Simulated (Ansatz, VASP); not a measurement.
**Mn in VASP and in Ansatz**

```xyz
2
Lattice="2.4813 0.0000 0.0000 -1.2406 2.1488 0.0000 0.0000 0.0000 4.0156" Properties=species:S:1:pos:R:3 pbc="T T T"
Mn    1.2406    0.7163    3.0117
Mn    0.0000    1.4326    1.0039
```

This isn't the form of Mn at room conditions, which is a 58-atom cubic cell.

Alike in both runs: functional PBE; k mesh 21 × 21 × 10; occupations gaussian, width 0.1 eV; no spin polarisation.

Ansatz relaxed the structure, and its values are those at the end. VASP's run is a single point on that final structure, the one shown.

|  | VASP | Ansatz |
| --- | --- | --- |
| version | VASP 6.6.1 | Ansatz 0.2.0 |
| potentials or method | VASP PAW PBE potentials, release 64 (Mn_pv) | scalar-relativistic, plane waves, PAW |
| plane-wave cutoff (eV) | 520 | 420 |
| valence electrons in the cell | 26 | 30 |

Ansatz gave:

| Quantity | Value |
| --- | --- |
| gap on the k mesh at the Fermi level (eV) | none |
| pressure (GPa) | 0.0 |

Problem. Estimate VASP's values.

Solution. gap on the k mesh at the Fermi level (eV): none; pressure (GPa): -0.1.

A gap of «none» marks a metal or a gap that the smearing closes. With one functional, cell and mesh, what is left measures potentials, basis and numerics. The two sets of potentials don't hold the same shells in valence.

Caveats: the run has no spin polarisation, though such a crystal can be magnetic. Spin polarisation is off, so any magnetic state and its effect on volume and gap are missing.
